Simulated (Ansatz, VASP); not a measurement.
# ZnO in VASP and in Ansatz

Contents of INCAR:

```
SYSTEM = ZnO
PREC = Accurate
ENCUT = 520
EDIFF = 1E-6
ISMEAR = -1
SIGMA = 0.02
LREAL = .FALSE.
LASPH = .TRUE.
NELM = 80
ALGO = Normal
ISIF = 2
LWAVE = .FALSE.
LCHARG = .FALSE.
GGA = PE
NBANDS = 26
```

Contents of KPOINTS:

```
regular mesh
0
G
  11 11 6
  0 0 0
```

POSCAR

```
ZnO
1.0
    3.3131286040      0.0000000000      0.0000000000
   -1.6565643020      2.8692535371      0.0000000000
    0.0000000000      0.0000000000      5.3058612053
Zn O
2 2
Direct
    0.3333333333      0.6666666667      0.0000000000
    0.6666666667      0.3333333333      0.5000000000
    0.3333333333      0.6666666667      0.3821000000
    0.6666666667      0.3333333333      0.8821000000
```

Input for Ansatz:

```yaml
crystal:
  lattice:
    - [3.313128604, 0.0, 0.0]
    - [-1.656564302, 2.8692535371, 0.0]
    - [0.0, 0.0, 5.3058612053]
  atoms:
    - { symbol: Zn, position: [0.3333333333, 0.6666666667, 0.0] }
    - { symbol: Zn, position: [0.6666666667, 0.3333333333, 0.5] }
    - { symbol: O, position: [0.3333333333, 0.6666666667, 0.3821] }
    - { symbol: O, position: [0.6666666667, 0.3333333333, 0.8821] }
kpoints:
  mp_grid: { grid: [11, 11, 6] }
  band_path:
    path:
      - [0.0, 0.0, 0.0]
      - [0.5, 0.0, 0.0]
      - [0.3333333333, 0.3333333333, 0.0]
      - [0.0, 0.0, 0.0]
      - [0.0, 0.0, 0.5]
      - [0.5, 0.0, 0.5]
      - [0.3333333333, 0.3333333333, 0.5]
      - [0.0, 0.0, 0.5]
      - [0.5, 0.0, 0.5]
    npoints: 5
scf:
  occupations: { method: fermi_dirac, width: 0.02 }
hamiltonian:
  xc: pbe
  pseudopotentials: { kind: all_electron, lapw: { basis_error: 0.0005 } }
output:
  forces: true
  stress: true
  eigenvalues: true
```

Change from the starting cell: volume scaled by 1.06.

Alike in both runs: task single point; functional PBE; k mesh 11 × 11 × 6; occupations fermi-dirac, width 0.02 eV; no spin polarisation.

|  | VASP | Ansatz |
| --- | --- | --- |
| version | VASP 6.6.1 | Ansatz 0.2.0 |
| potentials or method | VASP PAW PBE potentials, release 64 (Zn, O) | all-electron LAPW, scalar-relativistic |
| plane-wave cutoff (eV) | 520 | see its input |

```csv
,VASP,Ansatz,Ansatz less VASP
pressure (GPa),-2.0,-2.9,-0.90
largest component of the traceless stress (GPa),0.32,0.35,+0.022
rms of the force components (eV/Å),0.019,0.018,-0.0004
```

Atom by atom the forces differ by 0.000 eV/Å (rms over components). Ansatz ran all-electron here, so the differences hold the error of VASP's frozen core and of both bases.
